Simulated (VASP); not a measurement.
Here is a VASP 6.6.1 calculation.

File INCAR:

```
ALGO = Normal ; EDIFF = 1E-6
ENCUT = 520 ; GGA = PE
ISIF = 2 ; ISMEAR = 0
LASPH = True ; LCHARG = False
LREAL = False ; LWAVE = False
NBANDS = 16 ; NELM = 100
PREC = Accurate ; SIGMA = 0.027000000000000003
```

The input KPOINTS:

```
k-points
0
Gamma
  8 8 8
```

Contents of POSCAR:

```
InAs
1.0
    0.0000000000      3.0180000000      3.0180000000
    3.0180000000      0.0000000000      3.0180000000
    3.0180000000      3.0180000000      0.0000000000
In As
1 1
Direct
    0.0000000000      0.0000000000      0.0000000000
    0.7500000000      0.7500000000      0.7500000000
```

Potentials or basis: VASP PAW PBE potentials, release 64 (In_d, As).

Launch:

```console
$ cat potpaw_PBE.64/In_d/POTCAR potpaw_PBE.64/As/POTCAR > POTCAR
$ mpirun -np 1 vasp_std > vasp.out
```

**Question.** What does it give for the pressure?

**Answer.** 4.4 GPa.

**Question.** What does it give for the band gap on the k mesh?

**Answer.** None (metal or under the smearing width).

Caveat: this crystal is a semiconductor, whose small gap the functional closes, so the metal is an error of the method.

**Measured values to compare with.**

A printed reference work, data compilation reports, for a bulk crystal of InAs at 4.2 K: band gap 0.418 eV (direct).

A measured gap of InAs is 0.418 eV (direct; 4.2 K; a printed reference work, data compilation); the calculated 0.00 eV misses it by -0.42 eV. Spin-orbit coupling on As, In is left out. The value is that of PBE on a finite k mesh, which can miss the band edges, without temperature or zero-point motion. Semilocal functionals fall short of measured gaps as a rule.
